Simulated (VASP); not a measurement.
Output of a VASP run:

OUTCAR:
```
 ion  position               nearest neighbor table
   1  0.000  0.000  0.000-
   2  0.500  0.500  0.500-
  LATTYP: Found a simple cubic cell.
 ALAT       =     3.5221694503
 Subroutine PRICEL returns:
 Original cell was already a primitive cell.
 Subroutine GETGRP returns: Found 48 space group operations
The static configuration has the point symmetry O_h .
The dynamic configuration has the point symmetry O_h .
 Subroutine INISYM returns: Found 48 space group operations
 Subroutine IBZKPT returns following result:
 Found     35 irreducible k-points:

 Following reciprocal coordinates:
            Coordinates               Weight
  0.000000  0.000000  0.000000      1.000000
  0.125000  0.000000  0.000000      6.000000
  0.250000  0.000000  0.000000      6.000000
  0.375000  0.000000  0.000000      6.000000
  0.500000  0.000000  0.000000      3.000000
  0.125000  0.125000  0.000000     12.000000
  0.250000  0.125000  0.000000     24.000000
  0.375000  0.125000  0.000000     24.000000
  0.500000  0.125000  0.000000     12.000000
  0.250000  0.250000  0.000000     12.000000
  0.375000  0.250000  0.000000     24.000000
  0.500000  0.250000  0.000000     12.000000
  0.375000  0.375000  0.000000     12.000000
  0.500000  0.375000  0.000000     12.000000
  0.500000  0.500000  0.000000      3.000000
  0.125000  0.125000  0.125000      8.000000
  0.250000  0.125000  0.125000     24.000000
  0.375000  0.125000  0.125000     24.000000
  0.500000  0.125000  0.125000     12.000000
  0.250000  0.250000  0.125000     24.000000
  0.375000  0.250000  0.125000     48.000000
  0.500000  0.250000  0.125000     24.000000
  0.375000  0.375000  0.125000     24.000000
  0.500000  0.375000  0.125000     24.000000
  0.500000  0.500000  0.125000      6.000000
  0.250000  0.250000  0.250000      8.000000
  0.375000  0.250000  0.250000     24.000000
  0.500000  0.250000  0.250000     12.000000
  0.375000  0.375000  0.250000     24.000000
  0.500000  0.375000  0.250000     24.000000
  0.500000  0.500000  0.250000      6.000000
  0.375000  0.375000  0.375000      8.000000
  0.500000  0.375000  0.375000     12.000000
  0.500000  0.500000  0.375000      6.000000
  0.500000  0.500000  0.500000      1.000000
   k-points           NKPTS =     35   k-points in BZ     NKDIM =     35   number of bands    NBANDS=     12
   number of dos      NEDOS =    301   number of ions     NIONS =      2
   total plane-waves  NPLWV =  21952
   dimension x,y,z NGX =    28 NGY =   28 NGZ =   28
   dimension x,y,z NGXF=    56 NGYF=   56 NGZF=   56
   ions per type =               1   1
   PREC   = accura    normal or accurate (medium, high low for compatibility)
   ISTART =      0    job   : 0-new  1-cont  2-samecut
   ICHARG =      2    charge: 1-file 2-atom 10-const
   ISPIN  =      1    spin polarized calculation?
   LNONCOLLINEAR =      F non collinear calculations
   LSORBIT =      F    spin-orbit coupling
   INIWAV =      1    electr: 0-lowe 1-rand  2-diag
   ENCUT  =  500.0 eV  36.75 Ry    6.06 a.u.   6.42  6.42  6.42*2*pi/ulx,y,z
   NELM   =    100;   NELMIN=  2; NELMDL= -5     # of ELM steps
   EDIFF  = 0.1E-05   stopping-criterion for ELM
   LREAL  =      F    real-space projection
   NLSPLINE    = F    spline interpolate recip. space projectors
   LMAXMIX     =    4 max onsite mixed and CHGCAR
   VOSKOWN=      0    Vosko Wilk Nusair interpolation
   EDIFFG = -.2E-01   stopping-criterion for IOM
   NSW    =     40    number of steps for IOM
   NBLOCK =      1;   KBLOCK =     40    inner block; outer block
   IBRION =      2    ionic relax: 0-MD 1-quasi-New 2-CG
   NFREE  =      1    steps in history (QN), initial steepest desc. (CG)
   ISIF   =      3    stress and relaxation
   ISYM   =      2    0-nonsym 1-usesym 2-fastsym
   TEIN   =    0.0    initial temperature
   TEBEG  =    0.0;   TEEND  =   0.0 temperature during run
...
```

**OSZICAR**
```
...
DAV:  12    -0.483961818064E+01    0.42583E-06   -0.43324E-06   972   0.190E-02
   1 F= 0.74328713E+01 E0= 0.74328713E+01  d E =0.743287E+01
       N       E                     dE             d eps       ncg     rms          rms(c)
DAV:   1    -0.789706837836E+01   -0.30574E+01   -0.17364E+02   864   0.109E+02    0.228E+01
DAV:   2    -0.226092815934E+01    0.56361E+01   -0.71625E+00   876   0.205E+01    0.790E+00
DAV:   3    -0.617485901056E+00    0.16434E+01   -0.38429E+00   848   0.139E+01    0.477E+00
DAV:   4    -0.588234780581E+00    0.29251E-01   -0.14320E-01   916   0.334E+00    0.142E+00
DAV:   5    -0.583286382130E+00    0.49484E-02   -0.52324E-02   884   0.174E+00    0.303E-01
DAV:   6    -0.582910364874E+00    0.37602E-03   -0.25170E-03   928   0.415E-01    0.193E-01
DAV:   7    -0.583054234515E+00   -0.14387E-03   -0.36607E-04   952   0.182E-01    0.874E-02
DAV:   8    -0.583037793723E+00    0.16441E-04   -0.15238E-05   936   0.404E-02    0.152E-02
DAV:   9    -0.583038081908E+00   -0.28819E-06   -0.55278E-06   868   0.222E-02
   2 F= 0.83874116E+01 E0= 0.83874116E+01  d E =0.954540E+00
       N       E                     dE             d eps       ncg     rms          rms(c)
DAV:   1    -0.748235511340E+01   -0.68993E+01   -0.72418E+01   848   0.591E+01    0.996E+00
DAV:   2    -0.474665734088E+01    0.27357E+01   -0.39266E+00   860   0.145E+01    0.476E+00
DAV:   3    -0.400118331681E+01    0.74547E+00   -0.19712E+00   864   0.965E+00    0.286E+00
DAV:   4    -0.398745044012E+01    0.13733E-01   -0.62909E-02   920   0.208E+00    0.968E-01
DAV:   5    -0.398679968132E+01    0.65076E-03   -0.13718E-02   904   0.863E-01    0.251E-01
DAV:   6    -0.398671801225E+01    0.81669E-04   -0.76467E-04   900   0.215E-01    0.169E-01
DAV:   7    -0.398674097435E+01   -0.22962E-04   -0.16007E-04   960   0.110E-01    0.347E-02
DAV:   8    -0.398674443249E+01   -0.34581E-05   -0.94296E-06   900   0.255E-02    0.133E-02
DAV:   9    -0.398674595487E+01   -0.15224E-05   -0.22936E-06   652   0.151E-02    0.245E-03
DAV:  10    -0.398674570992E+01    0.24495E-06   -0.31969E-07   452   0.565E-03
   3 F= 0.72299784E+01 E0= 0.72299784E+01  d E =-.202893E+00
       N       E                     dE             d eps       ncg     rms          rms(c)
DAV:   1    -0.392278740588E+01    0.63959E-01   -0.60203E-02   864   0.181E+00    0.316E-01
DAV:   2    -0.392056534058E+01    0.22221E-02   -0.30816E-03   860   0.402E-01    0.127E-01
DAV:   3    -0.391998535357E+01    0.57999E-03   -0.15805E-03   884   0.271E-01    0.613E-02
DAV:   4    -0.391998227471E+01    0.30789E-05   -0.61543E-05   912   0.651E-02    0.151E-02
DAV:   5    -0.391998369970E+01   -0.14250E-05   -0.10776E-05   920   0.254E-02    0.873E-03
DAV:   6    -0.391998429179E+01   -0.59209E-06   -0.54732E-07   452   0.586E-03
   4 F= 0.72288056E+01 E0= 0.72288056E+01  d E =-.204066E+00
       N       E                     dE             d eps       ncg     rms          rms(c)
DAV:   1    -0.389855221810E+01    0.21431E-01   -0.61986E-03   856   0.580E-01    0.101E-01
DAV:   2    -0.389832307118E+01    0.22915E-03   -0.31578E-04   852   0.129E-01    0.405E-02
DAV:   3    -0.389826419705E+01    0.58874E-04   -0.16206E-04   876   0.869E-02    0.196E-02
DAV:   4    -0.389826566645E+01   -0.14694E-05   -0.63001E-06   904   0.209E-02    0.485E-03
DAV:   5    -0.389826613506E+01   -0.46861E-06   -0.10472E-06   448   0.814E-03
   5 F= 0.72287793E+01 E0= 0.72287793E+01  d E =-.204092E+00
```

File OUTCAR:
```
------------------------ aborting loop because EDIFF is reached ----------------------------------------
  FORCE on cell =-STRESS in cart. coord.  units (eV):
  Direction    XX          YY          ZZ          XY          YZ          ZX
  --------------------------------------------------------------------------------------
  Total       11.1599773     11.1599773     11.1599773      0.0000000      0.0000000     -0.0000000
  in kB      451.3318305    451.3318305    451.3318305      0.0000000      0.0000000     -0.0000000
  external PRESSURE =       1.3318305 kB  Pullay stress =     450.0000000 kB
  volume of cell :       39.62
      direct lattice vectors                 reciprocal lattice vectors
     3.408991960 -0.000000000 -0.000000000     0.293341848  0.000000000 -0.000000000
    -0.000000000  3.408991960  0.000000000     0.000000000  0.293341848 -0.000000000
     0.000000000  0.000000000  3.408991960     0.000000000 -0.000000000  0.293341848
 POSITION                                       TOTAL-FORCE (eV/Angst)
 -----------------------------------------------------------------------------------
      0.00000      0.00000      0.00000         0.000000      0.000000      0.000000
      1.70450      1.70450      1.70450        -0.000000     -0.000000      0.000000
 -----------------------------------------------------------------------------------
    total drift:                                0.000000      0.000000      0.000000
  FREE ENERGIE OF THE ION-ELECTRON SYSTEM (eV)
  ---------------------------------------------------
  free  energy   TOTEN  =        -3.8982661351 eV

  energy  without entropy=       -3.8982661351  energy(sigma->0) =       -3.89826614
  enthalpy is  TOTEN    =         7.2287793231 eV   P V=       11.1270454582

 reached required accuracy - stopping structural energy minimisation
```
(Selected blocks of OUTCAR.)

**POSCAR**
```
CsCl
1
    3.5221694503     0.0000000000     0.0000000000
    0.0000000000     3.5221694503     0.0000000000
    0.0000000000     0.0000000000     3.5221694503
Cs Cl
1 1
Direct
  0.0000000000   0.0000000000   0.0000000000
  0.5000000000   0.5000000000   0.5000000000
```

### Question
Write an INCAR and KPOINTS that could have produced this output.

### Answer
This is not unique; one that fits is the input of the run itself, PBE GGA, plane waves, VASP's PBE PAW potentials (set 64).

**KPOINTS**
```
Automatic mesh
0
Gamma
8 8 8
0 0 0
```

INCAR:
```
ALGO  =  Normal
EDIFF  =  1E-6
EDIFFG  =  -0.02
ENCUT  =  500
GGA  =  PE
IBRION  =  2
ISIF  =  3
ISMEAR  =  0
LASPH  =  .TRUE.
LCHARG  =  .FALSE.
LMAXMIX  =  4
LREAL  =  .FALSE.
LWAVE  =  .FALSE.
NELM  =  100
NSW  =  40
PREC  =  Accurate
PSTRESS  =  450
SIGMA  =  0.05
SYSTEM  =  CsCl
```

POTCAR, in this order: Cs_sv Cl (PBE.64 set). Program: vasp_std.

Energy and stress use the plane-wave basis of the starting cell.

The compound is CsCl in the CsCl type structure. This run relaxes it under an external pressure of 45 GPa. Symmetry was kept, so distortions that lower it aren't found.
